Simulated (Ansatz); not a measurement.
BN: energy along a strain

BN, F-43m, a = 3.626 Å (as given, not relaxed at this level: -5.2 GPa). The compound has several low-lying forms, and this is one of them. Ansatz: r2SCAN, PAW, 500 eV, Γ-centred 12×12×12 mesh on 2 atoms, Gaussian smearing 0.05 eV; no spin polarisation. Cell vectors (Å): 0.000 1.813 1.813; 1.813 0.000 1.813; 1.813 1.813 0.000. The cell is strained by x per cent times the pattern (0 0 0 0 1 0) in the order xx yy zz yz xz xy (engineering shears), with fractional coordinates held. y is the free energy over the start, V0 = 5.959 Å³/atom. Symmetry makes y even in x.

| x (%) | y (meV/atom) |
| --- | --- |
| -4.00 | 13.38 |
| -2.00 | 3.34 |
| 0.00 | 0.00 |
| 0.50 | 0.21 |
| 1.00 | ? |
| 1.50 | 1.88 |
| 2.50 | 5.22 |
| 3.00 | 7.52 |
| 3.50 | 10.24 |

Q: Fit y = c2 x² + c4 x⁴ to the other rows, get the stiffness along the pattern, and predict the missing energy.

A: Least squares on the rows shown. y = 0.8347 x² + 9.736×10⁻⁵ x⁴. The clamped-ion stiffness p·C·p = 2 × 8.347 eV × 160.2 / 5.959 Å³ = 449 GPa, which is C55 in these axes (C44 of the cubic crystal) (second derivative at the start, which stands under stress). At x = 1.00 the fit asked for gives 0.83 meV/atom. The run gave 0.84 meV/atom, so the fit is 0.01 meV/atom too low, a small miss on the scale of the series.